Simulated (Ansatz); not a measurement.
# TiTe2: a single-point run

The task is a single-point run on TiTe2. The structure is shown as the input types it. The cell is built on a prototype (fluorite) and needn't be the phase found in nature.

Computed with Ansatz 0.2.0 (density functional or hybrid calculation with the settings of its input, plane waves (as first typed), unless a step's input says otherwise).

6 further runs of the same task are left out: 4 for a known fault of the program, 2 that didn't finish.

## Step 1: The system as given

The structure is cubic, space group Fm-3m (No. 225). Conventional cell: a = 6.880 Å, b = 6.880 Å, c = 6.880 Å, α = 90.00°, β = 90.00°, γ = 90.00°. Around Ti (site symmetry m-3m) lie 8 Te at 2.98 Å. Around Te (site symmetry -43m) lie 4 Ti at 2.98 Å.

The input asks for a charge of -2 e on the cell.

Structure file:

```cif
data_structure
_symmetry_space_group_name_H-M 'Fm-3m'
_symmetry_Int_Tables_number 225
_cell_length_a 6.8802
_cell_length_b 6.8802
_cell_length_c 6.8802
_cell_angle_alpha 90.000
_cell_angle_beta 90.000
_cell_angle_gamma 90.000
_cell_volume 325.70
loop_
_atom_site_label
_atom_site_type_symbol
_atom_site_symmetry_multiplicity
_atom_site_Wyckoff_symbol
_atom_site_fract_x
_atom_site_fract_y
_atom_site_fract_z
_atom_site_occupancy
Ti1 Ti 4 a 0.00000 0.00000 0.00000 1
Te1 Te 8 c 0.25000 0.75000 0.75000 1
```

## Step 2: Input and run

input.yaml

```yaml
crystal:
  lattice:
    - [0.0, 3.4401227409, 3.4401227409]
    - [3.4401227409, 0.0, 3.4401227409]
    - [3.4401227409, 3.4401227409, 0.0]
  atoms:
    - { symbol: Ti, position: [0.0, 0.0, 0.0] }
    - { symbol: Te, position: [0.25, 0.25, 0.25] }
    - { symbol: Te, position: [0.75, 0.75, 0.75] }
kpoints:
  mp_grid: { grid: [4, 4, 4] }
hamiltonian:
  xc: pbe
scf:
  occupations: { method: fermi_dirac, width: 0.02 }
  n_extra_bands: 4
  max_iter: 65
output:
  forces: true
  stress: true
  eigenvalues: true
total_charge: -2
```

Run with:

```sh
$ ansatz run input.yaml --threads 4 --pin off --max-ram 3686MiB --backend cpu --events-out ev --progress --plain --runs-dir out
```

Q: Will this input give a usable result? If not, why, and what should change?

The program finished normally. That alone doesn't make the input a sound one.

The suspect setting: total_charge is -2. The net charge is not the one intended, so the run treats another number of electrons.

Run again and compare: delete total_charge (the default then holds).
